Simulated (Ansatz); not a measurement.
ZrS2 under changes of volume

One of the cells (23.763 Å³/atom); the others are scaled copies at fixed shape and fractional positions:

```
Zr S
1.0
     3.69138    0.00000    0.00000
    -1.84569    3.19683    0.00000
     0.00000    0.00000    6.04108
Zr S
1 2
Direct
  0.00000 0.00000 0.00000
  0.33333 0.66667 0.23791
  0.66667 0.33333 0.76209
```

The cell is a database's computed one.

```yaml
Program: Ansatz 0.2.0
Functional: PBE
Potentials_or_basis: all-electron LAPW, scalar-relativistic
Cutoff: 218 eV (chosen from the basis error)
Basis_error_allowed: 0.001 eV/atom
k_mesh: 8 × 8 × 5
Occupations: fermi-dirac, width 0.05 eV
Spin: no spin polarisation
```

```csv
volume (Å³/atom),energy over the lowest point (meV/atom),pressure (GPa),gap on the mesh (eV),largest force (eV/Å)
22.337,?,?,?,?
22.813,14.38,4.5,1.03,0.538
23.288,4.25,2.4,1.04,0.283
23.763,0.00,0.5,1.05,0.047
24.238,1.08,-1.2,1.06,0.174
24.714,6.96,-2.7,1.07,0.378
25.189,17.20,-4.1,1.08,0.569
```

Question: What does the run at 22.337 Å³/atom give?

Answer: Energy over the lowest point 31.02 meV/atom; pressure 6.8 GPa; gap on the mesh 1.01 eV; largest force 0.813 eV/Å.

Worked out: A Birch-Murnaghan fit of order 3 (a polynomial in V^(-2/3)) to the other rows has its minimum at 23.90 Å³/atom with B0 = V·E''(V) = 88 GPa and B' = 4.1 at fixed shape and positions, which overstates the stiffness. It gives 31.06 meV/atom at 22.337 Å³/atom, against the run's 31.02, and -dE/dV = 6.8 GPa, against 6.8. A straight line through the other rows of the gap, of slope 0.505 eV per unit of ln V, extrapolates to 1.02 eV, against the run's 1.01.

Energies are extrapolated to zero smearing.

Caveats: an odd mesh through Γ misses points on the zone boundary, where band edges often lie; this functional lacks dispersion, which binds the layers, so the pressure and a relaxed spacing across them are unreliable. Spin-orbit coupling on Zr is left out.
